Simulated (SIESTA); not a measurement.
## TiO2 under changes of volume

One of the cells (11.981 Å³/atom); the others are scaled copies at fixed shape and fractional positions:

```xyz
12
Lattice="6.1123 -1.8708 0.0000 6.1123 1.8708 0.0000 -1.9154 0.0000 6.2865" Properties=species:S:1:pos:R:3 pbc="T T T"
Ti   10.4483    0.0000    1.8206
Ti    1.8438    0.0000    1.7839
Ti   -0.1391    0.0000    4.4659
Ti    8.4654    0.0000    4.5026
O     3.8625    0.0000    1.8444
O     1.9712    0.0000    4.1019
O     8.6946    0.0000    6.2569
O     8.3379    0.0000    2.1846
O    10.3045    0.0000    3.9606
O     1.6145    0.0000    0.0296
O     6.4467    0.0000    4.4421
O     0.0047    0.0000    2.3259
```

The cell comes from a database or a generator and needn't be the stable form of this composition.

| Property | Result |
| --- | --- |
| Program | SIESTA 5.4.2 |
| Functional | PBEsol |
| Potentials or basis | PseudoDojo 0.4 standard (PBEsol files) |
| Basis | DZP (energy shift 0.003 Ry; two zetas on semicore shells) |
| Grid cutoff | 800 Ry |
| Energy shift | 0.003 Ry |
| k mesh | 6 × 6 × 3 |
| Occupations | fermi-dirac, width 0.05 eV |
| Spin | no spin polarisation |

```csv
volume (Å³/atom),energy over the lowest point (meV/atom),pressure (GPa),gap on the mesh (eV),largest force (eV/Å)
11.492,13.81,9.4,2.85,0.347
11.737,?,?,?,?
11.981,0.00,0.0,2.71,0.169
12.226,3.06,-4.0,2.65,0.169
12.470,11.87,-7.5,2.58,0.229
```

What does the run at 11.737 Å³/atom give?

Energy over the lowest point 3.36 meV/atom; pressure 4.4 GPa; gap on the mesh 2.78 eV; largest force 0.199 eV/Å.

Worked out: A Birch-Murnaghan fit of order 2 (a polynomial in V^(-2/3)) to the other rows has its minimum at 11.98 Å³/atom with B0 = V·E''(V) = 205 GPa at fixed shape and positions, which overstates the stiffness. It gives 3.35 meV/atom at 11.737 Å³/atom, against the run's 3.36, and -dE/dV = 4.4 GPa, against 4.4. A straight line through the other rows of the gap, of slope -3.28 eV per unit of ln V, gives 2.78 eV, against the run's 2.78.

Energies are extrapolated to zero smearing.

Caveats: an odd mesh through Γ misses points on the zone boundary, where band edges often lie; the basis of atomic orbitals isn't converged, which shifts pressures, moduli and gaps.
